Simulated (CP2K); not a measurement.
## BP under changes of volume

One of the cells (11.682 Å³/atom); the others are scaled copies at fixed shape and fractional positions:

```
P B
1.0
     3.20885    0.00000    0.00000
     1.60443    2.77895    0.00000
     1.60443    0.92632    2.62002
P B
1 1
Cartesian
  4.8133 2.7789 1.9650
  0.0000 0.0000 0.0000
```

* Program: CP2K 2026.2
* Functional: LDA
* Potentials or basis: GTH_POTENTIALS P GTH-PADE-q5, B GTH-PADE-q3; TZVP-MOLOPT-PBE-GTH basis
* Density cutoff: 6123 eV
* k mesh: 10 × 10 × 10
* Occupations: fermi-dirac, width 0.0259 eV
* Spin: no spin polarisation

```tsv
volume (Å³/atom)	energy over the lowest point (meV/atom)	pressure (GPa)	gap on the mesh (eV)
10.981	3.62	4.4	1.24
11.214	0.00	0.6	1.26
11.448	1.73	-2.9	1.29
11.682	8.33	-6.1	1.31
11.915	19.33	-9.0	1.33
12.149	?	?	?
12.383	52.91	-13.9	1.37
```

What does the run at 12.149 Å³/atom give?

Energy over the lowest point 34.31 meV/atom; pressure -11.6 GPa; gap on the mesh 1.35 eV.

Worked out: A Birch-Murnaghan fit of order 3 (a polynomial in V^(-2/3)) to the other rows has its minimum at 11.25 Å³/atom with B0 = V·E''(V) = 175 GPa and B' = 3.9. It gives 34.31 meV/atom at 12.149 Å³/atom, against the run's 34.31, and -dE/dV = -11.5 GPa, against -11.6. A straight line through the other rows of the gap, of slope 1.09 eV per unit of ln V, gives 1.35 eV, against the run's 1.35.

Energies are extrapolated to zero smearing.

Caveats: the basis of atomic orbitals isn't converged, which shifts pressures, moduli and gaps.

A mesh can miss the band edges.
